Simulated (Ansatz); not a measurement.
One crystal and one scan (frozen-phonon scan) at two levels, PBE (plane waves to 420 eV, PAW, scalar-relativistic; Ansatz, a quantum-chemistry and plane-wave program) and r2SCAN (plane waves to 500 eV, PAW, scalar-relativistic; Ansatz), each from its own relaxed cell and on its own mesh.

The crystal is ZrO2 (fluorite); a phonon pattern at X = (0.5, 0.5, 0.0) is frozen into a 6-atom cell, Q being the largest atomic displacement.

This is a high-temperature form of ZrO2. ZrO2 is run without spin polarisation. ZrO2 was relaxed with its symmetry unable to fall.

| quantity | run 1 | run 2 |
|---|---|---|
| Lattice constant a (Å) | 5.116 | 5.089 |
| Band gap of the relaxed cell, no spin-orbit coupling (eV) | 3.32 | 3.89 |
| Depth of the well (fit) (meV/cell) | 144 | 127 |

Task: Which run is which level?

Result: Run 1 is PBE, run 2 is r2SCAN. PBE gives the higher value for: lattice constant a; depth of the well. PBE gives the lower value for: band gap of the relaxed cell, no spin-orbit coupling. Both give the same shape of the curve: a double well: the undisplaced structure is a maximum between two minima.

(For displaced atoms, the force is minus the slope of the energy, and its curvature is a force constant, which sets phonon frequencies.)
